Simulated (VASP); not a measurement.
Input of a VASP 6.6.1 run:

POSCAR

```
GaN
1.0
    3.1800000000      0.0000000000      0.0000000000
   -1.5900000000      2.7539607840      0.0000000000
    0.0000000000      0.0000000000      5.1660000000
Ga N
2 2
Direct
    0.6666666667      0.3333333333      0.5000000000
    0.3333333333      0.6666666667      0.0000000000
    0.6666666667      0.3333333333      0.8750000000
    0.3333333333      0.6666666667      0.3750000000
```

INCAR.step1

```
ALGO = Normal
EDIFF = 1E-6
ENCUT = 520
GGA = AM
ISIF = 2
ISMEAR = -1
LASPH = True
LCHARG = True
LREAL = False
LWAVE = False
NELM = 100
PREC = Accurate
SIGMA = 0.05
```

KPOINTS.step1

```
k-points
0
Gamma
  10 10 5
```

File INCAR.step2:

```
ALGO = Normal
EDIFF = 1E-6
ENCUT = 520
GGA = AM
ICHARG = 11
ISIF = 2
ISMEAR = 0
LASPH = True
LCHARG = False
LREAL = False
LWAVE = False
NELM = 100
PREC = Accurate
SIGMA = 0.05
```

File KPOINTS.step2:

```
path GMKGALHA,LM,KH
10
line-mode
reciprocal
 0.0000000000  0.0000000000  0.0000000000  G
 0.5000000000  0.0000000000  0.0000000000  M

 0.5000000000  0.0000000000  0.0000000000  M
 0.3333333333  0.3333333333  0.0000000000  K

 0.3333333333  0.3333333333  0.0000000000  K
 0.0000000000  0.0000000000  0.0000000000  G

 0.0000000000  0.0000000000  0.0000000000  G
 0.0000000000  0.0000000000  0.5000000000  A

 0.0000000000  0.0000000000  0.5000000000  A
 0.5000000000  0.0000000000  0.5000000000  L

 0.5000000000  0.0000000000  0.5000000000  L
 0.3333333333  0.3333333333  0.5000000000  H

 0.3333333333  0.3333333333  0.5000000000  H
 0.0000000000  0.0000000000  0.5000000000  A

 0.5000000000  0.0000000000  0.5000000000  L
 0.5000000000  0.0000000000  0.0000000000  M

 0.3333333333  0.3333333333  0.0000000000  K
 0.3333333333  0.3333333333  0.5000000000  H
```

Potentials or basis: VASP PAW PBE potentials, release 64 (Ga_d, N).

The run is started by

```bash
$ cat potpaw_PBE.64/Ga_d/POTCAR potpaw_PBE.64/N/POTCAR > POTCAR
$ cp INCAR.step1 INCAR
$ cp KPOINTS.step1 KPOINTS
$ mpirun -np 1 vasp_std > vasp.out
$ cp INCAR.step2 INCAR
$ cp KPOINTS.step2 KPOINTS
$ mpirun -np 1 vasp_std > vasp.out
```

Problem. Estimate the band gap along the path.

Solution. 2.03 eV, direct.

Problem. Estimate the band gap on the k mesh.

Solution. 2.02 eV, direct.

Levels at the corners of the path, in eV from the valence-band top:
| point | band 14 | band 15 | band 16 | band 17 | band 18 | band 19 | band 20 | band 21 | band 22 |
| --- | --- | --- | --- | --- | --- | --- | --- | --- | --- |
| Γ | -1.07 | -1.07 | -0.06 | 0.00 | 0.00 | 2.03 | 4.29 | 9.24 | 9.85 |
| M | -5.32 | -4.32 | -2.81 | -2.29 | -1.00 | 5.01 | 5.60 | 6.03 | 8.66 |
| M | -5.32 | -4.32 | -2.81 | -2.29 | -1.00 | 5.01 | 5.60 | 6.03 | 8.66 |
| K | -5.39 | -5.39 | -3.08 | -3.08 | -2.74 | 5.05 | 7.87 | 7.87 | 8.40 |
| K | -5.39 | -5.39 | -3.08 | -3.08 | -2.74 | 5.05 | 7.87 | 7.87 | 8.40 |
| Γ | -1.07 | -1.07 | -0.06 | 0.00 | 0.00 | 2.03 | 4.29 | 9.23 | 9.85 |
| Γ | -1.07 | -1.07 | -0.06 | 0.00 | 0.00 | 2.03 | 4.29 | 9.23 | 9.85 |
| A | -3.88 | -0.55 | -0.55 | -0.55 | -0.55 | 4.31 | 4.31 | 8.48 | 8.48 |
| A | -3.88 | -0.55 | -0.55 | -0.55 | -0.55 | 4.31 | 4.31 | 8.48 | 8.48 |
| L | -6.69 | -1.98 | -1.98 | -1.94 | -1.94 | 4.39 | 4.39 | 7.79 | 7.79 |
| L | -6.69 | -1.98 | -1.98 | -1.94 | -1.94 | 4.39 | 4.39 | 7.79 | 7.79 |
| H | -6.25 | -4.27 | -4.27 | -1.52 | -1.52 | 6.46 | 6.46 | 7.28 | 7.28 |
| H | -6.25 | -4.27 | -4.27 | -1.52 | -1.52 | 6.46 | 6.46 | 7.28 | 7.28 |
| A | -3.88 | -0.55 | -0.55 | -0.55 | -0.55 | 4.31 | 4.31 | 8.48 | 8.48 |
| L | -6.69 | -1.98 | -1.98 | -1.94 | -1.94 | 4.39 | 4.39 | 7.79 | 7.79 |
| M | -5.32 | -4.32 | -2.81 | -2.29 | -1.00 | 5.01 | 5.60 | 6.03 | 8.66 |
| K | -5.39 | -5.39 | -3.08 | -3.08 | -2.74 | 5.05 | 7.87 | 7.87 | 8.40 |
| H | -6.25 | -4.27 | -4.27 | -1.52 | -1.52 | 6.46 | 6.46 | 7.28 | 7.28 |

Caveat: the log is that of the step along the path at fixed density, whose energy, stress, charges and moments have no meaning.

**Measured values to compare with.**

From “Studying electronic properties in GaN without electrical contacts using γ-γ vs e−-γ Perturbed Angular Correlations”, 2019, pmc:6823545, for a bulk crystal of GaN: band gap 3.503 ± 0.005 eV (direct).

A measured gap of GaN is 3.503 eV (direct; quoted in “Studying electronic properties in GaN without electrical contacts using γ-γ vs e−-γ Perturbed Angular Correlations”, 2019, pmc:6823545); the calculated 2.03 eV misses it by -1.48 eV. Spin-orbit coupling on Ga is left out. The value is that of AM05, without temperature or zero-point motion. Semilocal functionals fall short of measured gaps as a rule.
